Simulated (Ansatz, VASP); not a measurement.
Sb8H in VASP and in Ansatz

```
CELL_PARAMETERS angstrom
4.30840 0.00000 0.00000
-2.15420 3.73118 0.00000
0.00000 0.00000 28.78321
ATOMIC_POSITIONS crystal
Sb 0.66667 0.33333 0.27794
Sb 0.00000 0.00000 0.33037
Sb 0.33333 0.66667 0.40850
Sb 0.66667 0.33333 0.46094
Sb 0.00000 0.00000 0.53906
Sb 0.33333 0.66667 0.59150
Sb 0.66667 0.33333 0.66963
Sb 0.00000 0.00000 0.72206
H 0.33333 0.66667 0.74291
```

Alike in both runs: task relaxation of the atoms; functional PBE; k mesh 10 × 10 × 1; occupations gaussian, width 0.05 eV; no spin polarisation.

```csv
,VASP,Ansatz
version,VASP 6.6.1,Ansatz 0.2.0
potentials or method,"VASP PAW PBE potentials, release 64 (Sb, H)","scalar-relativistic, plane waves, PAW"
plane-wave cutoff (eV),520,420
valence electrons in the cell,41,121
```

|  | VASP | Ansatz | Ansatz less VASP |
| --- | --- | --- | --- |
| gap on the k mesh at the Fermi level, each at its own relaxed structure (eV) | none | none | - |
| energy change over the relaxation (meV/atom) | -10 | -11 | -0.2 |

A gap of «none» marks a metal or a gap that the smearing closes. The two sets of potentials don't hold the same shells in valence. Ansatz warned: «xc_potential_rough_in_thin_density».

Spin-orbit coupling is left out, which matters for the levels of Sb.
